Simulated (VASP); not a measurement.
The system is Cu2O (Cuprite).

```
Cu O
1.0
     4.23113    0.00000    0.00000
     0.00000    4.23113    0.00000
     0.00000    0.00000    4.23113
Cu O
4 2
Direct
  0.25000 0.25000 0.25000
  0.25000 0.75000 0.75000
  0.75000 0.75000 0.25000
  0.75000 0.25000 0.75000
  0.00000 0.00000 0.00000
  0.50000 0.50000 0.50000
```

Base run:

```yaml
Program: VASP 6.6.1
Functional: PBE
Potentials_or_basis: VASP PAW PBE potentials, release 64 (Cu, O)
Cutoff: 520 eV
k_mesh: 6 × 6 × 6
Occupations: gaussian, width 0.03 eV
Spin: no spin polarisation
```

Its results: band gap on the k mesh 0.59 eV, direct.

Task: The run is repeated on the same cell with these changes: functional from PBE to TB-mBJ; further incar settings from ALGO = Fast; EDIFF = 1e-06; NBANDS = 52 to ALGO = Normal; EDIFF = 1e-06. What comes out?

Result: Band gap on the k mesh 0.84 eV, direct.
